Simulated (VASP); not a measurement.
Here is a VASP 6.6.1 calculation.

INCAR

```
ALGO = Normal
EDIFF = 1E-7
EDIFFG = -0.005
ENCUT = 600
GGA = PS
IBRION = 2
ISIF = 3
ISMEAR = 0
LASPH = T
LCHARG = F
LREAL = F
LWAVE = F
NELM = 80
NSW = 90
PREC = Accurate
SIGMA = 0.1
```

File KPOINTS:

```
k-points
0
Gamma
  18 18 10
```

File POSCAR:

```
Pt
1.0
    2.7743674600      0.0000000000      0.0000000000
   -1.3871837300      2.4026727000      0.0000000000
    0.0000000000      0.0000000000      4.5305420600
Pt
2
Direct
    0.3333333300      0.6666666700      0.2500000000
    0.6666666700      0.3333333300      0.7500000000
```

Potentials or basis: VASP PAW PBE potentials, release 64 (Pt).

Run with:

```console
$ cat potpaw_PBE.64/Pt/POTCAR > POTCAR
$ mpirun -np 1 vasp_std > vasp.out
```

Question: Estimate the relaxed volume.

Answer: 15.12 Å³/atom.

Question: Predict the band gap on the k mesh.

Answer: None (metal or under the smearing width).

Step by step:
```tsv
step	energy change (eV)	largest force (eV/Å)	pressure (GPa)	volume (Å³)
1	0.0000	0.0000	0.15	30.20
2	-0.0326	0.0000	-0.30	30.24
3	-0.0351	0.0000	-0.13	30.25
4	-0.0351	0.0000	-0.11	30.25
5	-0.0351	0.0000	0.32	30.20
6	-0.0351	0.0000	0.06	30.23
7	-0.0351	0.0000	-0.03	30.24
8	-0.0351	0.0000	0.00	30.24
```

Caveat: the PAW data sets were made with another functional, which shifts forces and pressure a little. Spin-orbit coupling is left out, which matters for the levels of Pt.
